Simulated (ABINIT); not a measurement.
# HfN in ABINIT: work function with PBE

Aim: the work function of HfN with PBE.

Everything below comes from runs of ABINIT 10.8.3 (patched build). Logs are shortened: lines on timing, memory, paths and dates and some standing lists are left out, and cuts for length are marked. The log counts tension as positive stress, the text compression.

## (1) The sheet as given

The cell holds a sheet with vacuum, 2 atoms: a = 3.530 Å, b = 3.530 Å, c = 23.800 Å, α = 90.00°, β = 90.00°, γ = 120.00°.

The cell was built by a generator and needn't be a form met in nature.

## (2) Work function, PBE

File run.abi:

```
# Pseudopotentials
pp_dirpath "./"
pseudos "Hf.GGA_PBE-JTH.xml, N.GGA_PBE-JTH.xml"

# Structure
acell 3*1.0
rprim
     6.6701663021     0.0000000000     0.0000000000
    -3.3350831510     5.7765337150     0.0000000000
     0.0000000000     0.0000000000    44.9754817661
ntypat 2
znucl 72 7
natom 2
typat 1 2
xred
     0.0000000000     0.0000000000     0.2941200000
     0.3333300000     0.6666700000     0.2941200000
chkprim 0
chksymtnons 0
tolsym 1.0e-6
nsym 1

# Plane-wave basis
ecut 26.0
pawecutdg 48.0
pawxcdev 0

# k points
kptopt 2
ngkpt 9 9 1
nshiftk 1
shiftk 0.0 0.0 0.0

# Exchange and correlation
ixc 11

# Bands and occupations
nband 13
occopt 3
tsmear 0.00183747

# SCF cycle
nstep 120
tolvrs 1.0e-9
iprcel 45

# Output
iomode 3
prtwf 0
prteig 0
prtebands 0
enunit 1
prtden 1
prtvha 1
prtvclmb 1
prtpot 1
```

Potentials or basis: JTH PAW PBE v2.0.

Run with:

```console
$ mpirun --bind-to none -np 4 abinit run.abi > log 2>&1
```

run.abo:

```text
.Version 10.8.3 of ABINIT
 Symmetries : space group P1 (#  1); Bravais aP (primitive triclinic)
================================================================================
 Values of the parameters that define the memory need of the present run
     intxc =       0    ionmov =       0      iscf =      17    lmnmax =      18
     lnmax =       6     mgfft =     216  mpssoang =       3    mqgrid =   14027
     natom =       2  nloc_mem =       2    nspden =       1   nspinor =       1
    nsppol =       1      nsym =       1    n1xccc =       1    ntypat =       2
    occopt =       3   xclevel =       2
       mpw =       11011          nfft =      221184          nkpt =          41
Pmy_natom=         1
 PAW method is used; the additional fine FFT grid is defined by:
   mgfftf=       288    nfftf =    583200
 For the susceptibility and dielectric matrices, or tddft :
   mgfft =       120  nbnd_in_blk=     6    nfft =     38880     npw =       259
================================================================================
================================================================================

--------------------------------------------------------------------------------
------------- Echo of variables that govern the present computation ------------
--------------------------------------------------------------------------------
 -outvars: echo values of preprocessed input variables --------
            acell      1.0000000000E+00  1.0000000000E+00  1.0000000000E+00 Bohr
              amu      1.78490000E+02  1.40067400E+01
          chkprim           0
      chksymtnons           0
           diemix      1.00000000E+00
             ecut      2.60000000E+01 Hartree
           enunit           1
           iprcel          45
              ixc          11
           kptopt           2
         kptrlatt        9    0    0      0    9    0      0    0    1
          kptrlen      6.00314967E+01
            natom           2
            nband          13
            ngfft          32      32     216
          ngfftdg          45      45     288
             nkpt          41
            nstep         120
             nsym           1
           ntypat           2
           occopt           3
        pawecutdg      4.80000000E+01 Hartree
         pawxcdev           0
        prtebands           0
           prteig           0
           prtpot           1
         prtvclmb           1
           prtvha           1
            prtwf           0
            rprim      6.6701663021E+00  0.0000000000E+00  0.0000000000E+00
                      -3.3350831510E+00  5.7765337150E+00  0.0000000000E+00
                       0.0000000000E+00  0.0000000000E+00  4.4975481766E+01
          spgroup           1
           tolsym      1.00000000E-06
           tolvrs      1.00000000E-09
           tsmear      1.83747000E-03 Hartree
            typat      1  2
           useylm           1
           xangst      0.0000000000E+00  0.0000000000E+00  7.0000559953E+00
                      -1.7648482348E-05  2.0378835213E+00  7.0000559953E+00
            xcart      0.0000000000E+00  0.0000000000E+00  1.3228188697E+01
                      -3.3350798176E-05  3.8510417318E+00  1.3228188697E+01
             xred      0.0000000000E+00  0.0000000000E+00  2.9412000000E-01
                       3.3333000000E-01  6.6667000000E-01  2.9412000000E-01
            znucl       72.00000    7.00000

================================================================================

 chkinp: Checking input parameters for consistency.

================================================================================
== DATASET  1 ==================================================================

--- !DatasetInfo
iteration_state: {dtset: 1, }
dimensions: {natom: 2, nkpt: 41, mband: 13, nsppol: 1, nspinor: 1, nspden: 1, mpw: 11011, }
cutoff_energies: {ecut:  26.0, pawecutdg:  48.0, }
electrons: {nelect:   1.70000000E+01, charge:   0.00000000E+00, occopt:   3.00000000E+00, tsmear:   1.83747000E-03, }
meta: {optdriver: 0, ionmov: 0, optcell: 0, iscf: 17, paral_kgb: 0, }
...

 Exchange-correlation functional for the present dataset will be:
  GGA: Perdew-Burke-Ernzerhof functional - ixc=11
  J.P.Perdew, K.Burke, M.Ernzerhof, PRL 77, 3865 (1996)

 Real(R)+Recip(G) space primitive vectors, cartesian coordinates (Bohr,Bohr^-1):
 R(1)=  6.6701663  0.0000000  0.0000000  G(1)=  0.1499213  0.0865571  0.0000000
 R(2)= -3.3350832  5.7765337  0.0000000  G(2)=  0.0000000  0.1731142  0.0000000
 R(3)=  0.0000000  0.0000000 44.9754818  G(3)=  0.0000000  0.0000000  0.0222343
 Unit cell volume ucvol=  1.7329251E+03 bohr^3
 Angles (23,13,12)=  9.00000000E+01  9.00000000E+01  1.19999999E+02 degrees

 Coarse grid specifications (used for wave-functions):

[... 81 lines left out ...]
 ETOT 45  -60.103836158990    -8.548E-10 2.357E-05 7.967E-06
 ETOT 46  -60.103836157457     1.533E-09 3.181E-05 2.820E-06
 ETOT 47  -60.103836156906     5.515E-10 9.763E-06 4.839E-08
 ETOT 48  -60.103836156827     7.830E-11 2.578E-05 2.542E-08
 ETOT 49  -60.103836155156     1.671E-09 1.593E-05 1.345E-07
 ETOT 50  -60.103836157517    -2.361E-09 4.202E-05 9.504E-10

 At SCF step   50       nres2   =  9.50E-10 < tolvrs=  1.00E-09 =>converged.

 Cartesian components of stress tensor (hartree/bohr^3)
  sigma(1 1)=  3.16909820E-07  sigma(3 2)=  1.58995667E-11
  sigma(2 2)=  3.24576181E-07  sigma(3 1)= -2.43465471E-11
  sigma(3 3)= -1.40959090E-06  sigma(2 1)=  8.16606661E-09

--- !ResultsGS
iteration_state: {dtset: 1, }
comment   : Summary of ground state results
lattice_vectors:
- [  6.6701663,   0.0000000,   0.0000000, ]
- [ -3.3350832,   5.7765337,   0.0000000, ]
- [  0.0000000,   0.0000000,  44.9754818, ]
lattice_lengths: [   6.67017,    6.67017,   44.97548, ]
lattice_angles: [ 90.000,  90.000, 120.000, ] # degrees, (23, 13, 12)
lattice_volume:   1.7329251E+03
convergence: {deltae: -2.361E-09, res2:  9.504E-10, residm:  4.202E-05, diffor: null, }
etotal    :  -6.01038362E+01
entropy   :   0.00000000E+00
fermie    :  -1.16885835E-01
cartesian_stress_tensor: # hartree/bohr^3
- [  3.16909820E-07,   8.16606661E-09,  -2.43465471E-11, ]
- [  8.16606661E-09,   3.24576181E-07,   1.58995667E-11, ]
- [ -2.43465471E-11,   1.58995667E-11,  -1.40959090E-06, ]
pressure_GPa:   7.5328E-03
xred      :
- [  0.0000E+00,   0.0000E+00,   2.9412E-01, Hf]
- [  3.3333E-01,   6.6667E-01,   2.9412E-01,  N]
cartesian_forces: # hartree/bohr
- [ -5.96775148E-06,   3.48513301E-06,  -1.50214176E-04, ]
- [  5.96775148E-06,  -3.48513301E-06,   1.50214176E-04, ]
force_length_stats: {min:   1.50373066E-04, max:   1.50373066E-04, mean:   1.50373066E-04, }
...

 Integrated electronic density in atomic spheres:
 ------------------------------------------------
 Atom  Sphere_radius  Integrated_density
    1        2.41119          9.59122557
    2        1.20497          2.59824076

================================================================================

 ----iterations are completed or convergence reached----

 Mean square residual over all n,k,spin=   31.824E-08; max=  42.024E-06
 reduced coordinates (array xred) for    2 atoms
       0.000000000000      0.000000000000      0.294120000000
       0.333330000000      0.666670000000      0.294120000000
 rms dE/dt=  4.4747E-03; max dE/dt=  2.9583E-03; dE/dt below (all hartree)
    1       0.000040412726     -0.000041213311      0.002958295073
    2      -0.000039199064      0.000038856561     -0.010553614809

 cartesian coordinates (angstrom) at end:
    1      0.00000000000000     0.00000000000000     7.00005599525212
    2     -0.00001764848235     2.03788352131137     7.00005599525212

 cartesian forces (hartree/bohr) at end:
    1     -0.00000596775148     0.00000348513301    -0.00015021417616
    2      0.00000596775148    -0.00000348513301     0.00015021417616
 frms,max,avg= 8.6817930E-05 1.5021418E-04  -9.098E-08  1.515E-07  8.444E-05 h/b

 cartesian forces (eV/Angstrom) at end:
    1     -0.00030687411937     0.00017921274513    -0.00772432350779
    2      0.00030687411937    -0.00017921274513     0.00772432350779
 frms,max,avg= 4.4643575E-03 7.7243235E-03  -4.678E-06  7.789E-06  4.342E-03 e/A
 length scales=  1.000000000000  1.000000000000  1.000000000000 bohr
              =  0.529177210544  0.529177210544  0.529177210544 angstroms
 Fermi (or HOMO) energy (eV) =  -3.18063   Average Vxc (eV)=  -2.30102
 Eigenvalues (   eV  ) for nkpt=  41  k points:
 kpt#   1, nband= 13, wtk=  0.01235, kpt=  0.0000  0.0000  0.0000 (reduced coord)
 -66.27979  -35.07293  -34.83058  -34.83058  -18.67161   -8.77583   -8.77571   -6.77316
  -4.44972   -1.09758   -0.82300   -0.82300   -0.40964
 prteigrs : prtvol=0 or 1, do not print more k-points.

--- !EnergyTerms
iteration_state     : {dtset: 1, }
comment             : Components of total free energy in Hartree
kinetic             :  1.11536712040496E+01
hartree             :  1.55576159784609E+02
xc                  : -1.16655079506716E+01
Ewald energy        :  1.09381758627418E+02
psp_core            :  9.40994791707957E-01
local_psp           : -3.06735055131182E+02
PAW spherical_terms : -1.87553386451755E+01
internal            : -6.01033173192444E+01
'-kT*entropy'       : -5.29774126627085E-04
total_energy        : -6.01038470933711E+01
total_energy_eV     : -1.63550899812710E+03
...

--- !EnergyTermsDC
iteration_state     : {dtset: 1, }
comment             : '"Double-counting" decomposition of free energy'
band_energy         : -1.57403377370365E+01
Ewald energy        :  1.09381758627418E+02
psp_core            :  9.40994791707957E-01
xc_dc               : -1.60226257149668E+02
PAW spherical_terms :  5.54053508418849E+00
internal            : -6.01033063833903E+01
'-kT*entropy'       : -5.29774126627085E-04
total_energy_dc     : -6.01038361575169E+01
total_energy_dc_eV  : -1.63550870054735E+03
...

--- !EnergyTermsWithPAWCore
iteration_state     : {dtset: 1, }
comment             : 'Components of total free energy, including PAW core contributions'
Total energy        : -1.51332855329091E+04
Total energy DC     : -1.51332855219733E+04
Total energy (eV)   : -4.11797677806706E+05
Total energy DC (eV): -4.11797677509126E+05
...

 Cartesian components of stress tensor (hartree/bohr^3)
  sigma(1 1)=  3.16909820E-07  sigma(3 2)=  1.58995667E-11
  sigma(2 2)=  3.24576181E-07  sigma(3 1)= -2.43465471E-11
  sigma(3 3)= -1.40959090E-06  sigma(2 1)=  8.16606661E-09

-Cartesian components of stress tensor (GPa)         [Pressure=  7.5328E-03 GPa]
- sigma(1 1)=  9.32380881E-03  sigma(3 2)=  4.67781403E-07
- sigma(2 2)=  9.54936093E-03  sigma(3 1)= -7.16300147E-07
- sigma(3 3)= -4.14715962E-02  sigma(2 1)=  2.40253974E-04

== END DATASET(S) ==============================================================
================================================================================

 -outvars: echo values of variables after computation  --------
            acell      1.0000000000E+00  1.0000000000E+00  1.0000000000E+00 Bohr
           etotal     -6.0103836158E+01
            fcart     -5.9677514776E-06  3.4851330141E-06 -1.5021417616E-04
                       5.9677514776E-06 -3.4851330141E-06  1.5021417616E-04
            rprim      6.6701663021E+00  0.0000000000E+00  0.0000000000E+00
                      -3.3350831510E+00  5.7765337150E+00  0.0000000000E+00
                       0.0000000000E+00  0.0000000000E+00  4.4975481766E+01
           strten      3.1690982002E-07  3.2457618087E-07 -1.4095909041E-06
                       1.5899566727E-11 -2.4346547143E-11  8.1660666067E-09
           xangst      0.0000000000E+00  0.0000000000E+00  7.0000559953E+00
                      -1.7648482348E-05  2.0378835213E+00  7.0000559953E+00
             xred      0.0000000000E+00  0.0000000000E+00  2.9412000000E-01
                       3.3333000000E-01  6.6667000000E-01  2.9412000000E-01
 Calculation completed.
```

Wall time 3.2 min (4 MPI ranks of Arm Neoverse V2, shared host); peak memory 1.3 GiB.

Results:

```
Free energy                                           : -1635.5087 eV
Largest force                                         : 0.008 eV/Å
Band gap on the k mesh                                : none (metal or under the smearing width)
Valence electrons inside the program's atomic spheres : Hf 9.59; N 2.60
Work function                                         : 3.87 eV
```

Forces on the atoms (eV/Å):
```
Hf   0.000  0.000 -0.008
N    0.000  0.000  0.008
```

The run has no spin-orbit coupling, so splittings on Hf are missing.
